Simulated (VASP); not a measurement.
Here is a VASP 6.6.1 calculation.

The input INCAR:

```
SYSTEM = Zn2SnN2
PREC = Accurate ; ENCUT = 520
EDIFF = 1E-7 ; ISMEAR = 0
SIGMA = 0.1 ; LREAL = .False.
LASPH = .True. ; NELM = 120
ALGO = Normal ; ISIF = 3
LWAVE = .False. ; LCHARG = .False.
GGA = PE ; IBRION = 2
NSW = 60 ; EDIFFG = -0.005
POTIM = 0.3 ; KPAR = 4
```

KPOINTS

```
Automatic mesh
0
Gamma
  10 10 6
  0 0 0
```

File POSCAR:

```
Zn2SnN2                                 
1.0
    3.5124201859      0.0000000000      0.0000000000
   -1.7562100930      3.0418451067      0.0000000000
    0.0000000000      0.0000000000      6.4928052535
  Zn              Sn              N             
     2     1     2
Direct
     0.3333333300000021    0.6666666699999979    0.6413312300065772
     0.6666666699999979    0.3333333300000021    0.3586687699934228
     0.0000000000000000    0.0000000000000000    0.0000000000000000
     0.6666666699999979    0.3333333300000021    0.7120088366978909
     0.3333333300000021    0.6666666699999979    0.2879911633021090
```

Potentials or basis: VASP PAW PBE potentials, release 64 (Zn, Sn_d, N).

Run with:

```bash
$ cat potpaw_PBE.64/Zn/POTCAR potpaw_PBE.64/Sn_d/POTCAR potpaw_PBE.64/N/POTCAR > POTCAR
$ mpirun -np 4 vasp_std > vasp.out
```

Q: Estimate the relaxed cell.

A: a = 3.512 Å, b = 3.512 Å, c = 6.492 Å, α = 90.00°, β = 90.00°, γ = 120.00°.

Q: What does it give for the space group after relaxing (to 0.05 Å)?

A: P-3m1 (No. 164).

Forces in eV/Å, atoms in the order of the input:
```
Zn   0.000  0.000  0.002
Zn   0.000  0.000 -0.002
Sn   0.000  0.000  0.000
N    0.000  0.000 -0.001
N    0.000  0.000  0.001
```
